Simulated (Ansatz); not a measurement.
Quadrupolar parameters in SiO2

The cell is a computed structure from the Materials Project (it need not be an observed phase).

```xyz
24
Lattice="-4.2235 4.2235 4.2235 4.2235 -4.2235 4.2235 4.2235 4.2235 -4.2235" Properties=species:S:1:pos:R:3 pbc="T T T"
Si    1.1931    5.4167   -1.1931
Si    1.1931    1.1931    1.1931
Si   -1.1931    3.0304    1.1931
Si    3.0304    3.0304    3.0304
Si   -1.1931    1.1931    5.4167
Si    3.0304    1.1931   -1.1931
Si    1.1931   -1.1931    3.0304
Si    5.4167   -1.1931    1.1931
O     4.2235    2.1118    3.6341
O     3.6341    4.2235    2.1118
O     0.0000    2.1118    4.8129
O    -0.5894    4.2235    2.1118
O     2.1118    0.5894    0.0000
O    -2.1118    2.1118    2.1118
O     4.8129    0.0000    2.1118
O     2.1118   -0.5894    4.2235
O     0.0000    2.1118    0.5894
O     4.2235    2.1118   -0.5894
O     2.1118    3.6341    4.2235
O     2.1118    2.1118    2.1118
O     0.5894    0.0000    2.1118
O     2.1118   -2.1118    2.1118
O     2.1118    2.1118   -2.1118
O     2.1118    4.8129    0.0000
```

Atoms are numbered from 1 in the order listed; like atoms form one site, named after its first atom.

All values are calculated (Ansatz; DFT, r2SCAN, plane waves and PAW, scalar-relativistic, 500 eV cutoff, Γ-centred 4×4×4 k-points, Fermi–Dirac smearing 0.02 eV), not measured.

V_zz is the principal component of the electric field gradient with the largest magnitude, η = (V_xx − V_yy)/V_zz and C_Q = eQV_zz/h.

¹⁷O: I = 5/2, Q = -25.58 mb. Quadrupole moments are those of Pyykkö's year-2017 table.

Problem. Give the quadrupolar parameters of the distinct sites.

Solution. 

```csv
site,atoms (order as listed),first shell,V_zz (10²¹ V/m²),η,C_Q (MHz)
Si,"1, 2, 3, 4, 5, 6, …",4 O at 1.59–1.62 Å,0.60,0.00,–
O9,"9, 10, 11, 12, 13, 15, …","2 Si at 1.62 Å, angle 136°",9.09,0.31,-5.62
O14,"14, 20, 22, 23","2 Si at 1.59 Å, angle 180°",9.61,0.00,-5.94
```

An axis of threefold or higher order runs through Si and O14, so V_zz lies along it and η is zero. At O9 V_zz runs parallel to the line that joins its two neighbours (within 4°).

Si has no stable isotope with a ground-state quadrupole moment in the table, so no C_Q is given.

Hardware: 1 thread of Intel Xeon Platinum 8375C CPU @ 2.90GHz (Ice Lake) (x86_64; 2 cores open to the job, memory cap 2.5 GiB, no GPU), a shared host with a load of 0.2 a core. Wall time 28 s, CPU time 28 s, peak memory 1.3 GiB.
